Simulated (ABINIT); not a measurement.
# MgS (F-43m) in ABINIT: a series of runs

One crystal, MgS, is run at these levels: LDA; tasks: single point.

Everything below comes from runs of ABINIT 10.8.3 (patched build). Logs are shortened: lines on timing, memory, paths and dates and some standing lists are left out, and cuts for length are marked. The log counts tension as positive stress, the text compression.

## (1) The crystal as given

It takes space group F-43m (No. 216, cubic). Conventional cell: a = 5.666 Å, b = 5.666 Å, c = 5.666 Å, α = 90.00°, β = 90.00°, γ = 90.00°. S (site symmetry -43m) has 4 Mg at 2.45 Å as nearest neighbours. Mg (site symmetry -43m) has 4 S at 2.45 Å as nearest neighbours.

The cell comes from a database or a generator and needn't be the stable form of this composition.

## (2) Single point, LDA

The input, run.abi:

```
# Pseudopotentials
pp_dirpath "./"
pseudos "S.hgh, Mg.hgh"

# Structure
acell 7.5714462215 7.5714462215 7.5714462215
rprim
     0.0000000000     0.7071067812     0.7071067812
     0.7071067812     0.0000000000     0.7071067812
     0.7071067812     0.7071067812     0.0000000000
ntypat 2
znucl 16 12
natom 2
typat 1 2
xred
     0.2500000000     0.2500000000     0.2500000000
     0.0000000000     0.0000000000     0.0000000000

# Plane-wave basis
ecut 22.0

# k points
kptopt 1
ngkpt 6 6 6
nshiftk 1
shiftk 0.0 0.0 0.0

# Exchange and correlation
ixc 7

# Bands and occupations
nband 8
occopt 3
tsmear 0.00183747

# SCF cycle
nstep 100
tolvrs 1.0e-10

# Output
iomode 3
prtwf 0
prteig 0
prtebands 0
enunit 1
prtvol 2
prtden 1
prtvha 1
prtvclmb 1
prtpot 1
prtelf 1
```

Potentials or basis: HGH LDA.

Launch:

```console
$ abinit run.abi > log 2>&1
```

run.abo:

```text
.Version 10.8.3 of ABINIT
 Symmetries : space group F-4 3 m (#216); Bravais cF (face-center cubic)
================================================================================
 Values of the parameters that define the memory need of the present run
     intxc =       0    ionmov =       0      iscf =       7    lmnmax =       3
     lnmax =       3     mgfft =      32  mpssoang =       2    mqgrid =    3001
     natom =       2  nloc_mem =       1    nspden =       1   nspinor =       1
    nsppol =       1      nsym =      24    n1xccc =       0    ntypat =       2
    occopt =       3   xclevel =       1
       mpw =        1527          nfft =       32768          nkpt =          16
================================================================================
================================================================================

--------------------------------------------------------------------------------
------------- Echo of variables that govern the present computation ------------
--------------------------------------------------------------------------------
 -outvars: echo values of preprocessed input variables --------
            acell      7.5714462215E+00  7.5714462215E+00  7.5714462215E+00 Bohr
              amu      3.20660000E+01  2.43050000E+01
             ecut      2.20000000E+01 Hartree
           enunit           1
              ixc           7
         kptrlatt        6    0    0      0    6    0      0    0    6
          kptrlen      4.54286773E+01
            natom           2
            nband           8
            ngfft          32      32      32
             nkpt          16
            nstep         100
             nsym          24
           ntypat           2
           occopt           3
        prtebands           0
           prteig           0
           prtelf           1
           prtpot           1
         prtvclmb           1
           prtvha           1
           prtvol           2
            prtwf           0
            rprim      0.0000000000E+00  7.0710678120E-01  7.0710678120E-01
                       7.0710678120E-01  0.0000000000E+00  7.0710678120E-01
                       7.0710678120E-01  7.0710678120E-01  0.0000000000E+00
          spgroup         216
           tolvrs      1.00000000E-10
           tsmear      1.83747000E-03 Hartree
            typat      1  2
           xangst      1.4165600225E+00  1.4165600225E+00  1.4165600225E+00
                       0.0000000000E+00  0.0000000000E+00  0.0000000000E+00
            xcart      2.6769104834E+00  2.6769104834E+00  2.6769104834E+00
                       0.0000000000E+00  0.0000000000E+00  0.0000000000E+00
[... 194 lines left out ...]
 kpt#   3, nband=  8, wtk=  0.03704, kpt=  0.3333  0.0000  0.0000 (reduced coord)
  -8.15590    0.02005    2.35119    2.35119    7.48511   10.35006   10.35006   10.55073
 kpt#   4, nband=  8, wtk=  0.01852, kpt=  0.5000  0.0000  0.0000 (reduced coord)
  -7.95934   -0.59837    2.27451    2.27451    7.46068   10.06858   10.06858   10.98480
 kpt#   5, nband=  8, wtk=  0.02778, kpt=  0.1667  0.1667  0.0000 (reduced coord)
  -8.44951    1.52228    2.30150    2.30150    7.14193    9.47553   11.06968   11.06979
 kpt#   6, nband=  8, wtk=  0.11111, kpt=  0.3333  0.1667  0.0000 (reduced coord)
  -8.16661    0.43804    2.02032    2.08415    7.85450    9.36938   10.19046   11.31532
 kpt#   7, nband=  8, wtk=  0.11111, kpt=  0.5000  0.1667  0.0000 (reduced coord)
  -7.90819   -0.32894    1.64475    2.06603    8.06113    9.20283   10.84799   11.09814
 kpt#   8, nband=  8, wtk=  0.11111, kpt= -0.3333  0.1667  0.0000 (reduced coord)
  -7.97362   -0.14192    1.52078    2.25826    8.39961    9.21914   10.72217   10.85509
 kpt#   9, nband=  8, wtk=  0.05556, kpt= -0.1667  0.1667  0.0000 (reduced coord)
  -8.28074    0.74155    1.90153    2.49323    7.87149    9.76681   10.30299   10.92637
 kpt#  10, nband=  8, wtk=  0.02778, kpt=  0.3333  0.3333  0.0000 (reduced coord)
  -7.99364    0.23516    1.77597    1.77597    7.04551    8.46248   11.64469   12.83853
 kpt#  11, nband=  8, wtk=  0.11111, kpt=  0.5000  0.3333  0.0000 (reduced coord)
  -7.79649   -0.06721    1.19464    1.70678    7.00454    8.80119   11.82024   12.81758
 kpt#  12, nband=  8, wtk=  0.05556, kpt= -0.3333  0.3333  0.0000 (reduced coord)
  -7.78753    0.13921    0.56995    1.92566    7.72146    9.80209   11.31217   11.94511
 kpt#  13, nband=  8, wtk=  0.01389, kpt=  0.5000  0.5000  0.0000 (reduced coord)
  -7.73538   -0.26956    1.54809    1.54809    6.28843    8.04198   13.45639   14.61797
 kpt#  14, nband=  8, wtk=  0.11111, kpt=  0.5000  0.3333  0.1667 (reduced coord)
  -7.92077    0.10253    1.25969    1.89467    8.10951    9.46316    9.88821   12.22609
 kpt#  15, nband=  8, wtk=  0.11111, kpt= -0.3333  0.3333  0.1667 (reduced coord)
  -7.78750   -0.00205    0.89914    1.68582    8.20512    9.40755   10.81445   11.71528
 kpt#  16, nband=  8, wtk=  0.05556, kpt= -0.3333  0.5000  0.1667 (reduced coord)
  -7.72845    0.03990    1.01010    1.30820    7.40941    9.24596   11.76907   11.77625
 Total charge density [el/Bohr^3]
)     Maximum=    1.8696E-01  at reduced coord.    0.1875    0.1875    0.4375
)Next maximum=    1.8696E-01  at reduced coord.    0.1875    0.4375    0.1875
)     Minimum=    1.5635E-05  at reduced coord.    0.0000    0.0000    0.0000
)Next minimum=    5.5014E-05  at reduced coord.    0.0313    0.0000    0.0000
   Integrated=    8.0000E+00

--- !EnergyTerms
iteration_state     : {dtset: 1, }
comment             : Components of total free energy in Hartree
kinetic             :  4.33779679004132E+00
hartree             :  2.08071983362505E+00
xc                  : -2.71019267690582E+00
Ewald energy        : -9.46244502314801E+00
psp_core            : -2.12480811217207E-01
local_psp           : -7.58287003941677E+00
non_local_psp       :  2.30551024718141E+00
internal            : -1.12439616798400E+01
'-kT*entropy'       :  6.26636733023536E-16
total_energy        : -1.12439616798400E+01
total_energy_eV     : -3.05963784205136E+02
band_energy         : -3.17660969626411E-01
...

 Cartesian components of stress tensor (hartree/bohr^3)
  sigma(1 1)=  1.21535448E-04  sigma(3 2)=  0.00000000E+00
  sigma(2 2)=  1.21535448E-04  sigma(3 1)=  0.00000000E+00
  sigma(3 3)=  1.21535448E-04  sigma(2 1)=  0.00000000E+00

-Cartesian components of stress tensor (GPa)         [Pressure= -3.5757E+00 GPa]
- sigma(1 1)=  3.57569633E+00  sigma(3 2)=  0.00000000E+00
- sigma(2 2)=  3.57569633E+00  sigma(3 1)=  0.00000000E+00
- sigma(3 3)=  3.57569633E+00  sigma(2 1)=  0.00000000E+00

== END DATASET(S) ==============================================================
================================================================================

 -outvars: echo values of variables after computation  --------
            acell      7.5714462215E+00  7.5714462215E+00  7.5714462215E+00 Bohr
           etotal     -1.1243961680E+01
            fcart     -0.0000000000E+00 -0.0000000000E+00 -0.0000000000E+00
                      -0.0000000000E+00 -0.0000000000E+00 -0.0000000000E+00
            rprim      0.0000000000E+00  7.0710678120E-01  7.0710678120E-01
                       7.0710678120E-01  0.0000000000E+00  7.0710678120E-01
                       7.0710678120E-01  7.0710678120E-01  0.0000000000E+00
           strten      1.2153544808E-04  1.2153544808E-04  1.2153544808E-04
                       0.0000000000E+00  0.0000000000E+00  0.0000000000E+00
           xangst      1.4165600225E+00  1.4165600225E+00  1.4165600225E+00
                       0.0000000000E+00  0.0000000000E+00  0.0000000000E+00
             xred      2.5000000000E-01  2.5000000000E-01  2.5000000000E-01
                       0.0000000000E+00  0.0000000000E+00  0.0000000000E+00
 Calculation completed.
```

It took 4.5 s on 1 thread of Arm Neoverse V1, shared host; peak memory 0.06 GiB.

Results:

| Property | Result |
| --- | --- |
| Free energy | -305.9638 eV |
| Band gap on the k mesh | 3.16 eV, direct |
| Valence electrons inside the program's atomic spheres | S 3.94; Mg 0.35 |

Caveat: the cutoff is too short for stress, so the log's stress isn't used; HGH potentials are hard and often keep d shells in the core, so these values are rough. LDA gaps usually lie below the measured ones, often by a third to a half.

## (3) Single point, LDA

The input, run.abi:

```
pp_dirpath "./"
pseudos "S.upf, Mg.upf"

acell 3*1.0
rprim
     0.0000000000     5.3538209666     5.3538209666
     5.3538209666     0.0000000000     5.3538209666
     5.3538209666     5.3538209666     0.0000000000
ntypat 2
znucl 16 12
natom 2
typat 1 2
xcart
     1.4165600234     1.4165600234     1.4165600234
     0.0000000000     0.0000000000     0.0000000000 Angstrom

ecut 1088.455450 eV

kptopt 1
ngkpt 6 6 6
nshiftk 1
shiftk 0.0 0.0 0.0

ixc 7

nband 12
occopt 3
tsmear 0.05 eV

nstep 100
tolvrs 1.0e-10

iomode 3
prtwf 0
prteig 0
prtebands 0
enunit 1
prtvol 2
prtden 1
prtvha 1
prtvclmb 1
prtpot 1
prtelf 1
```

Potentials or basis: PseudoDojo NC SR LDA v0.4.1 standard.

Launch:

```console
$ abinit run.abi > log 2>&1
```

Run time: 23 s. Hardware: 1 thread of Arm Neoverse V1, shared host; peak memory 0.08 GiB.

It converged, with:

| Item | Value |
| --- | --- |
| Free energy | -1916.8423 eV |
| Pressure | -2.2 GPa |
| Band gap on the k mesh | 3.17 eV, direct |
| Valence electrons inside the program's atomic spheres | S 3.94; Mg 8.32 |

Levels at points of the mesh, in eV from the valence-band top:
```
           k point  band 6  band 7  band 8  band 9  band 10  band 11
(0.00, 0.00, 0.00)    0.00    0.00    0.00    3.17     7.74     7.74
(0.50, 0.00, 0.00)   -3.20   -0.33   -0.33    4.85     7.45     7.45
(0.50, 0.50, 0.00)   -2.88   -1.05   -1.05    3.66     5.42    10.85
```

A k mesh can miss the band edges. LDA gaps usually lie below the measured ones, often by a third to a half.
